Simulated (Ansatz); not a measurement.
Isolated molecules relaxed with PBE0-D4/def2-TZVP in Ansatz; ΔE leaves out vibrations. CCSD(T)/CBS is the MP2 limit (def2-TZVPP, def2-QZVPP) plus CCSD(T) − MP2 in def2-TZVPP, frozen cores. Functionals use def2-TZVPP. Each species was taken in one conformer, which may not be the lowest.

`OC(F)[SiH3]` + `NC(N)=O` → `NC(=O)N[SiH3]` + `OCF`  (ligand exchange at the Si–C bond)

```tsv
level	ΔE (kJ/mol)
PBE-D4	-72.4
ωB97X-V	-80.7
B2PLYP	-83.6
CCSD/def2-TZVPP	-87.3
```

Problem. What does CCSD(T)/CBS give? (An estimate is asked.)

Solution. Computed: -85.4 kJ/mol. The listed levels differ from it by 13.0, 4.7, 1.8, -1.9 kJ/mol.

Largest T1 diagnostic among the species: 0.014.

From PBE to PBE0 (25 % exact exchange), in def2-TZVPP and without D4, ΔE moves by −6.7 kJ/mol.

CCSD(T)/CBS has its own doubt, a few kJ/mol and more with outer-core shells, so smaller differences from it don't rank the levels.
